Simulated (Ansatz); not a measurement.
GaN (zincblende) was relaxed with 4 functionals in the plane-wave code Ansatz, cell and atoms free, the symmetry of the start kept (meshes: PBE 10×10×10, r2SCAN 8×8×8, PBEsol 8×8×8, LDA 8×8×8). (Simulation; spin polarisation is off.)

The PBE result:
```
Ga N
1.0
     0.00000    2.27418    2.27418
     2.27418    0.00000    2.27418
     2.27418    2.27418    0.00000
Ga N
1 1
Direct
  0.00000 0.00000 0.00000
  0.25000 0.25000 0.25000
```

The symmetry is F-43m (No. 216, cubic); conventional cell a = 4.548 Å, 11.76 Å³ an atom. Ga is surrounded by 4 N at 1.97 Å; N is surrounded by 4 Ga at 1.97 Å.

Q: How does the cell change with LDA?

A: a = 4.455 Å; the volume differs by -6.0 % from PBE's. Ga is surrounded by 4 N at 1.93 Å; N is surrounded by 4 Ga at 1.93 Å.

Q: What lattice does PBEsol give?

A: a = 4.498 Å; the volume differs by -3.3 % from PBE's. Around Ga lie 4 N at 1.95 Å; around N lie 4 Ga at 1.95 Å.

Q: Held at the r2SCAN cell, what mean stress do LDA and PBE find, and does its sign point to their own minimum?

A: Yes. LDA -5.42 GPa, and its relaxed volume is -2.8 % from r2SCAN's; PBE +6.22 GPa, and its relaxed volume is +3.4 % from r2SCAN's. Compression counts positive, so a positive stress asks for a larger cell.
